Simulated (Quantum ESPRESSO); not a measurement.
# Ir (Fm-3m) in Quantum ESPRESSO: further runs

One crystal, Ir, is run at these levels: PBE+U; tasks: Hubbard U by linear response.

Program: Quantum ESPRESSO 7.5. These are calculated values, not measurements. Logs are shortened: lines on timing, memory, paths and dates and some standing lists are left out, and cuts for length are marked.

## (1) The crystal as given

Symmetry: Fm-3m, No. 225, cubic system. Conventional cell: a = 3.831 Å, b = 3.831 Å, c = 3.831 Å, α = 90.00°, β = 90.00°, γ = 90.00°. Ir (site symmetry m-3m) has 12 Ir at 2.71 Å as nearest neighbours.

## (2) Hubbard U by linear response, PBE+U

Contents of pw.in:

```
&CONTROL
  calculation = 'scf'
  prefix = 'pwscf'
  outdir = './tmp'
  pseudo_dir = './pseudo'
  tprnfor = .true.
  tstress = .true.
  disk_io = 'low'
/
&SYSTEM
  ibrav = 0
  A = 2.7090675
  nat = 1
  ntyp = 1
  ecutwfc = 68
  nbnd = 18
  occupations = 'smearing'
  smearing = 'mv'
  degauss = 0.01469973
/
&ELECTRONS
  conv_thr = 2d-10
  electron_maxstep = 120
  mixing_beta = 0.3
/
ATOMIC_SPECIES
Ir   192.2170 Ir.upf
CELL_PARAMETERS alat
   0.0000000000    0.7071067812    0.7071067812
   0.7071067812    0.0000000000    0.7071067812
   0.7071067812    0.7071067812    0.0000000000
ATOMIC_POSITIONS alat
Ir     0.0000000000    0.0000000000    0.0000000000
K_POINTS automatic
10 10 10 0 0 0
HUBBARD {atomic}
U Ir-5d 4.0
```

Contents of scf2.in:

```
&CONTROL
  calculation = 'scf'
  prefix = 'pwscf'
  outdir = './tmp'
  pseudo_dir = './pseudo'
  tprnfor = .true.
  tstress = .true.
  disk_io = 'low'
/
&SYSTEM
  ibrav = 0
  A = 2.7090675
  nat = 1
  ntyp = 1
  ecutwfc = 68
  nbnd = 18
  occupations = 'smearing'
  smearing = 'mv'
  degauss = 0.01469973
/
&ELECTRONS
  conv_thr = 1d-13
  electron_maxstep = 120
  mixing_beta = 0.3
  startingpot = 'file'
  startingwfc = 'file'
/
ATOMIC_SPECIES
Ir   192.2170 Ir.upf
CELL_PARAMETERS alat
   0.0000000000    0.7071067812    0.7071067812
   0.7071067812    0.0000000000    0.7071067812
   0.7071067812    0.7071067812    0.0000000000
ATOMIC_POSITIONS alat
Ir     0.0000000000    0.0000000000    0.0000000000
K_POINTS automatic
10 10 10 0 0 0
HUBBARD {atomic}
U Ir-5d 4.0
```

Contents of hp.in:

```
&INPUTHP
  prefix = 'pwscf'
  outdir = './tmp'
  nq1 = 2
  nq2 = 2
  nq3 = 2
  conv_thr_chi = 1d-06
  niter_max = 80
  iverbosity = 1
  alpha_mix(1) = 0.15
/
```

Potentials or basis: PseudoDojo 0.4.1 SR PBE standard.

Run with:

```sh
$ OMP_NUM_THREADS=1 pw.x -in pw.in > pw.out
$ OMP_NUM_THREADS=1 pw.x -in scf2.in > scf2.out
$ OMP_NUM_THREADS=1 hp.x -in hp.in > hp.out
```

pw.out:

```text
This program is part of the open-source Quantum ESPRESSO suite
     for quantum simulation of materials; please cite
[... 9 lines left out ...]
     --------------------
     sticks:   dense  smooth     PW     G-vecs:    dense   smooth      PW
     Sum         499     499    163                 7239     7239    1363

     Using Slab Decomposition

     bravais-lattice index     =            0
     lattice parameter (alat)  =       5.1194  a.u.
     unit-cell volume          =      94.8727 (a.u.)^3
     number of atoms/cell      =            1
     number of atomic types    =            1
     number of electrons       =        17.00
     number of Kohn-Sham states=           18
     kinetic-energy cutoff     =      68.0000  Ry
     charge density cutoff     =     272.0000  Ry
     scf convergence threshold =      2.0E-10
     mixing beta               =       0.3000
     number of iterations used =            8  plain     mixing
     Exchange-correlation= PBE
                           (   1   4   3   4   0   0   0)
     Hubbard projectors: atomic
     Hubbard parameters of DFT+U (Dudarev formulation) in eV:
     U(Ir-5d) =  4.0000

     Internal variables: lda_plus_u =T, lda_plus_u_kind = 0

     Internal variables: orbital_resolved =F, hub_pot_fix =F, apply_U = F

     celldm(1)=   5.119396  celldm(2)=   0.000000  celldm(3)=   0.000000
     celldm(4)=   0.000000  celldm(5)=   0.000000  celldm(6)=   0.000000

     crystal axes: (cart. coord. in units of alat)
               a(1) = (   0.000000   0.707107   0.707107 )
               a(2) = (   0.707107   0.000000   0.707107 )
               a(3) = (   0.707107   0.707107   0.000000 )

     reciprocal axes: (cart. coord. in units 2 pi/alat)
               b(1) = ( -0.707107  0.707107  0.707107 )
               b(2) = (  0.707107 -0.707107  0.707107 )
               b(3) = (  0.707107  0.707107 -0.707107 )

     PseudoPot. # 1 for Ir read from file:
     Ir.upf
     Pseudo is Norm-conserving + core correction, Zval = 17.0
     Generated using ONCVPSP code by D. R. Hamann
     Using radial grid of 1310 points,  8 beta functions with:
                l(1) =   0
                l(2) =   0
                l(3) =   1
                l(4) =   1
                l(5) =   2
                l(6) =   2
                l(7) =   3
                l(8) =   3

     atomic species   valence    mass     pseudopotential
     Ir               17.00   192.21700     Ir( 1.00)

     48 Sym. Ops., with inversion, found

   Cartesian axes

     site n.     atom                  positions (alat units)
         1        Ir     tau(   1) = (   0.0000000   0.0000000   0.0000000  )

     number of k points=    47  Marzari-Vanderbilt smearing, width (Ry)=  0.0147
                       cart. coord. in units 2pi/alat
        k(    1) = (   0.0000000   0.0000000   0.0000000), wk =   0.0020000
        k(    2) = (   0.0707107   0.0707107  -0.0707107), wk =   0.0160000
        k(    3) = (   0.1414214   0.1414214  -0.1414214), wk =   0.0160000
        k(    4) = (   0.2121320   0.2121320  -0.2121320), wk =   0.0160000
        k(    5) = (   0.2828427   0.2828427  -0.2828427), wk =   0.0160000
        k(    6) = (  -0.3535534  -0.3535534   0.3535534), wk =   0.0080000
[... 39 lines left out ...]
        k(   46) = (  -0.0707107  -0.3535534   0.6363961), wk =   0.0480000
        k(   47) = (  -0.7071068   0.2828427   0.0000000), wk =   0.0240000

     Dense  grid:     7239 G-vectors     FFT dimensions: (  27,  27,  27)

     Initial potential from superposition of free atoms

     starting charge      16.9998, renormalised to      17.0000

     STARTING HUBBARD OCCUPATIONS:

     =================== HUBBARD OCCUPATIONS ===================
     ------------------------ ATOM    1 ------------------------
     Tr[ns(  1)] =   7.00000
     eigenvalues:
       0.700  0.700  0.700  0.700  0.700
     eigenvectors (columns):
       1.000  0.000  0.000  0.000  0.000
       0.000  1.000  0.000  0.000  0.000
       0.000  0.000  1.000  0.000  0.000
       0.000  0.000  0.000  1.000  0.000
       0.000  0.000  0.000  0.000  1.000
     occupation matrix ns (before diag.):
       0.700  0.000  0.000  0.000  0.000
       0.000  0.700  0.000  0.000  0.000
       0.000  0.000  0.700  0.000  0.000
       0.000  0.000  0.000  0.700  0.000
       0.000  0.000  0.000  0.000  0.700

     Number of occupied Hubbard levels =    7.0000

     Atomic wfc used for Hubbard projectors are NOT orthogonalized

     Starting wfcs are   10 randomized atomic wfcs +    8 random wfcs

     Self-consistent Calculation

     iteration #  1     ecut=    68.00 Ry     beta= 0.30
     Davidson diagonalization with overlap
     ethr =  1.00E-02,  avg # of iterations =  5.6

     =================== HUBBARD OCCUPATIONS ===================
     ------------------------ ATOM    1 ------------------------
     Tr[ns(  1)] =   8.50001
     eigenvalues:
       0.824  0.824  0.824  0.889  0.889
     eigenvectors (columns):
      -0.000 -0.000  0.000 -0.079 -0.997
      -0.215  0.012  0.977  0.000  0.000
      -0.620  0.771 -0.146  0.000  0.000
       0.000  0.000 -0.000  0.997 -0.079
       0.754  0.637  0.158 -0.000 -0.000
     occupation matrix ns (before diag.):
       0.889 -0.000 -0.000  0.000  0.000
      -0.000  0.824 -0.000  0.000  0.000
      -0.000 -0.000  0.824  0.000  0.000
       0.000  0.000  0.000  0.889 -0.000
       0.000  0.000  0.000 -0.000  0.824

     Number of occupied Hubbard levels =    8.5000

     Threshold (ethr) on eigenvalues was too large:
     Diagonalizing with lowered threshold

     Davidson diagonalization with overlap
     ethr =  6.36E-05,  avg # of iterations =  3.4

     total energy              =    -230.13259379 Ry
     estimated scf accuracy    <       0.01067983 Ry

     iteration #  2     ecut=    68.00 Ry     beta= 0.30
     Davidson diagonalization with overlap
     ethr =  6.28E-05,  avg # of iterations =  1.1

     total energy              =    -230.13559727 Ry
     estimated scf accuracy    <       0.00180874 Ry

     iteration #  3     ecut=    68.00 Ry     beta= 0.30
     Davidson diagonalization with overlap
     ethr =  1.06E-05,  avg # of iterations =  1.1

     total energy              =    -230.13570740 Ry
     estimated scf accuracy    <       0.00070301 Ry
[... 26 lines left out ...]
     total energy              =    -230.13572953 Ry
     estimated scf accuracy    <       0.00000006 Ry

     iteration #  8     ecut=    68.00 Ry     beta= 0.30
     Davidson diagonalization with overlap
     ethr =  3.56E-10,  avg # of iterations =  1.9

     total energy              =    -230.13572954 Ry
     estimated scf accuracy    <          2.4E-09 Ry

     iteration #  9     ecut=    68.00 Ry     beta= 0.30
     Davidson diagonalization with overlap
     ethr =  1.44E-11,  avg # of iterations =  1.9

     End of self-consistent calculation

     =================== HUBBARD OCCUPATIONS ===================
     ------------------------ ATOM    1 ------------------------
     Tr[ns(  1)] =   8.57295
     eigenvalues:
       0.825  0.825  0.825  0.906  0.906
     eigenvectors (columns):
      -0.000 -0.000 -0.000 -0.003 -1.000
      -0.240 -0.936  0.258 -0.000  0.000
      -0.646  0.353  0.677 -0.000  0.000
       0.000  0.000  0.000 -1.000  0.003
       0.725  0.004  0.689  0.000 -0.000
     occupation matrix ns (before diag.):
       0.906 -0.000 -0.000  0.000  0.000
      -0.000  0.825 -0.000  0.000  0.000
      -0.000 -0.000  0.825  0.000  0.000
       0.000  0.000  0.000  0.906 -0.000
       0.000  0.000  0.000 -0.000  0.825

     Number of occupied Hubbard levels =    8.5730

          k = 0.0000 0.0000 0.0000 (   893 PWs)   bands (ev):

   -66.6057 -23.0318 -23.0318 -23.0318  14.9300  21.0315  21.0315  21.0315
    23.7602  23.7602  39.6814  45.2616  45.2616  45.2616  50.7605  60.1333
    60.1333  60.1333

          k = 0.0707 0.0707-0.0707 (   914 PWs)   bands (ev):

   -66.6004 -23.1150 -23.0436 -23.0436  15.3593  20.7868  21.2318  21.2318
    23.6397  23.6397  40.4379  43.5597  46.0088  46.0088  52.8029  56.5263
    57.8814  57.8814

          k = 0.1414 0.1414-0.1414 (   914 PWs)   bands (ev):

   -66.5965 -23.3255 -23.0735 -23.0735  16.2849  20.5449  21.4898  21.4898
    23.6952  23.6952  40.8259  42.1960  48.0607  48.0607  50.9733  53.6791
    53.6791  58.2608

          k = 0.2121 0.2121-0.2121 (   905 PWs)   bands (ev):
[... 149 lines left out ...]
          k =-0.0707-0.6364 0.6364 (   901 PWs)   bands (ev):

   -66.5546 -23.7720 -23.3733 -23.3179  16.0763  17.3019  24.7175  25.4339
    26.6772  29.2815  35.9587  38.7225  38.7942  47.8783  50.9218  54.1832
    59.0041  61.1270

          k = 0.0000-0.5657 0.5657 (   904 PWs)   bands (ev):

   -66.5396 -23.7395 -23.4993 -23.2968  16.6809  17.9666  23.0981  24.6374
    26.3110  32.5143  33.3705  38.0245  40.3039  47.8116  52.5157  53.6540
    56.1493  63.2581

          k =-0.7071 0.0000 0.0000 (   934 PWs)   bands (ev):

   -66.5586 -23.8007 -23.3337 -23.3337  15.6670  16.9784  26.0424  26.9269
    26.9269  27.7966  36.8139  37.6392  37.6392  47.4860  51.4066  54.2445
    60.7589  62.1626

          k = 0.2828 0.1414 0.0000 (   899 PWs)   bands (ev):

   -66.5896 -23.4003 -23.1857 -23.1068  17.1575  19.5253  21.3137  22.5069
    22.9475  25.0368  41.4148  43.5486  45.4172  46.4783  50.9689  53.8539
    54.4840  58.5024

          k = 0.3536 0.2121-0.0707 (   893 PWs)   bands (ev):

   -66.5860 -23.5843 -23.2626 -23.1433  17.7427  19.7481  20.5508  22.3966
    24.0692  26.6819  38.9707  42.7712  44.0853  47.0447  51.0822  54.0809
    55.4050  57.5629

          k =-0.2828-0.4243 0.5657 (   899 PWs)   bands (ev):

   -66.5814 -23.7431 -23.3079 -23.1816  17.5485  19.8287  21.1937  22.0347
    25.4619  28.5847  35.3784  41.5915  43.0841  46.6712  51.6647  55.5954
    57.3951  58.6685

          k =-0.2121-0.3536 0.4950 (   896 PWs)   bands (ev):
[... 41 lines left out ...]
          k =-0.0707-0.4950 0.6364 (   903 PWs)   bands (ev):

   -66.5381 -23.7243 -23.4802 -23.3253  17.0629  18.2380  22.1352  24.2549
    26.5052  31.9479  34.3391  38.2102  40.1285  48.5983  51.8414  53.6006
    57.5949  60.8441

          k = 0.0000-0.4243 0.5657 (   905 PWs)   bands (ev):

   -66.5320 -23.6435 -23.6165 -23.2913  17.7907  19.0670  20.9992  23.4096
    26.0101  32.0785  35.3122  37.1091  41.5687  47.5797  51.8037  55.5818
    55.6637  61.6364

          k =-0.7071 0.1414 0.0000 (   904 PWs)   bands (ev):

   -66.5458 -23.7709 -23.3916 -23.3536  16.2518  17.4661  24.0307  25.1843
    26.9289  30.7992  35.2854  37.3758  38.9901  49.1085  50.8694  53.6236
    59.0412  62.5678

          k =-0.1414-0.4243 0.7071 (   896 PWs)   bands (ev):

   -66.5386 -23.6907 -23.4991 -23.3109  18.0002  19.0390  20.3543  23.7168
    25.9700  31.1368  36.2394  37.6257  41.2062  49.0920  49.9918  56.1068
    57.1593  59.3848

          k =-0.0707-0.3536 0.6364 (   902 PWs)   bands (ev):

   -66.5280 -23.6598 -23.5698 -23.3409  18.0123  19.4902  20.1730  23.2034
    26.4498  33.1348  34.2519  37.5640  40.3528  48.9208  51.2414  56.1518
    57.6650  59.1560

          k =-0.7071 0.2828 0.0000 (   896 PWs)   bands (ev):

   -66.5253 -23.6769 -23.5311 -23.3849  17.4849  18.8911  21.1419  23.4947
    26.9322  33.9227  34.4234  36.2451  39.5233  50.5614  51.7520  52.9852
    59.2313  60.3756

     the Fermi energy is    25.3328 ev

!    total energy              =    -230.13572954 Ry
     estimated scf accuracy    <          3.6E-11 Ry
     smearing contrib. (-TS)   =      -0.00005885 Ry
     internal energy E=F+TS    =    -230.13567069 Ry

     The total energy is F=E-TS. E is the sum of the following terms:
     one-electron contribution =     -32.75031721 Ry
     hartree contribution      =      29.25270712 Ry
     xc contribution           =     -43.79897115 Ry
     ewald contribution        =    -183.01657644 Ry
     Hubbard energy            =       0.17748699 Ry

     convergence has been achieved in   9 iterations

     Forces acting on atoms (cartesian axes, Ry/au):

     atom    1 type  1   force =     0.00000000    0.00000000    0.00000000

     Total force =     0.000000     Total SCF correction =     0.000000

     Computing stress (Cartesian axis) and pressure

          total   stress  (Ry/bohr**3)                   (kbar)     P=       14.38
   0.00009775  -0.00000000   0.00000000           14.38       -0.00        0.00
  -0.00000000   0.00009775   0.00000000           -0.00       14.38        0.00
   0.00000000   0.00000000   0.00009775            0.00        0.00       14.38

=------------------------------------------------------------------------------=
   JOB DONE.
=------------------------------------------------------------------------------=
```

Wall time 5.6 min (1 thread of Arm Neoverse N1, shared host); peak memory 0.05 GiB.

What came out:

| Item | Value |
| --- | --- |
| Free energy | -3131.1561 eV |
| Pressure | 1.4 GPa |
| Band gap on the k mesh | none (metal or under the smearing width) |
| Hubbard U from linear response | 4.79 eV |

Levels at points of the mesh, in eV from the Fermi level:
```
             k point  band 4  band 5  band 6  band 7  band 8  band 9  band 10  band 11  band 12  band 13
  (0.00, 0.00, 0.00)  -48.36  -10.40   -4.30   -4.30   -4.30   -1.57    -1.57    14.35    19.93    19.93
 (0.00, 0.00, -0.50)  -48.48   -9.12   -4.64   -4.64    0.00    0.88     0.88     8.17    14.02    19.97
(0.00, -0.50, -0.50)  -48.67   -9.67   -8.35    0.71    1.59    1.59     2.46    11.48    12.31    12.31
```

Eigenvalues of the final occupation matrices:
| site | spin | trace | eigenvalues |
| --- | --- | --- | --- |
| Ir 1 5d | each | 4.29 | 0.82 0.82 0.82 0.91 0.91 |

Hubbard U from linear response:
```csv
site,manifold,U (eV)
1,Ir-5d,4.79
```
On the first site the bare response is -0.389 and the screened one -0.128 eV⁻¹.

Caveat: the computed U isn't converged in cell size; U without spin polarisation on a metal has little footing; the U is typed as a test and isn't derived for this compound. Spin-orbit coupling is left out, which matters for the levels of Ir.

[end of part 1 of 2]
